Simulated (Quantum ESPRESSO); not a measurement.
A run of Quantum ESPRESSO 7.5 is set up as follows.

Contents of pw.in:

```
&CONTROL
  calculation = 'scf'
  prefix = 'pwscf'
  outdir = './tmp'
  pseudo_dir = './pseudo'
  tprnfor = .true.
  tstress = .true.
  disk_io = 'nowf'
/
&SYSTEM
  ibrav = 0
  nat = 1
  ntyp = 1
  ecutwfc = 60
  nbnd = 12
  occupations = 'smearing'
  smearing = 'fd'
  degauss = 0.00367493
/
&ELECTRONS
  conv_thr = 2d-10
  electron_maxstep = 120
  mixing_beta = 0.5
/
ATOMIC_SPECIES
Hf   178.4900 Hf-sp.oncvpsp.upf
CELL_PARAMETERS angstrom
  -0.0434730000    2.2074770000    2.2133560000
   2.1627620000   -0.0426750000    2.2125580000
   2.1720080000    2.2159250000   -0.0519210000
ATOMIC_POSITIONS crystal
Hf     0.0019310000   -0.0112190000   -0.0034220000
K_POINTS automatic
10 10 10 0 0 0
```

Potentials or basis: SSSP 1.3 efficiency PBE.

Command:

```sh
$ OMP_NUM_THREADS=1 pw.x -in pw.in > pw.out
```

Problem. Predict the pressure.

Solution. 3.3 GPa.

Problem. Estimate the band gap on the k mesh.

Solution. None (metal or under the smearing width).

Stress tensor (GPa, compression positive):
```
3.97 1.30 1.83
1.30 3.01 1.67
1.83 1.67 2.86
```

The run has no spin-orbit coupling, so splittings on Hf are missing.
